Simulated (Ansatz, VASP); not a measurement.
**One calculation of CdS, two programs**

```
Cd S
1.0
     4.19732    0.00000    0.00000
    -2.09866    3.63498    0.00000
     0.00000    0.00000    6.83073
Cd S
2 2
Cartesian
  2.0987 1.2117 3.4171
  0.0000 2.4233 0.0017
  2.0987 1.2117 5.9888
  0.0000 2.4233 2.5734
```

Alike in both runs: functional PBE; k mesh 6 × 6 × 4; occupations gaussian, width 0.02 eV; no spin polarisation.

Ansatz relaxed the structure, and its values are those at the end. VASP's run is a single point on that final structure, the one shown.

|  | VASP | Ansatz |
| --- | --- | --- |
| version | VASP 6.6.1 | Ansatz 0.2.0 |
| potentials or method | VASP PAW PBE potentials, release 64 (Cd, S) | scalar-relativistic, plane waves, PAW |
| plane-wave cutoff (eV) | 520 | 420 |
| valence electrons in the cell | 36 | 52 |

```csv
,VASP,Ansatz,Ansatz less VASP
gap on the k mesh at the Fermi level (eV),1.11,1.11,-0.001
least direct gap on the mesh (eV),1.11,1.11,-0.001
pressure (GPa),0.3,0.0,-0.29
```

The two sets of potentials don't hold the same shells in valence.

Expect the measured gap to be larger: semilocal functionals such as PBE lack the derivative discontinuity.
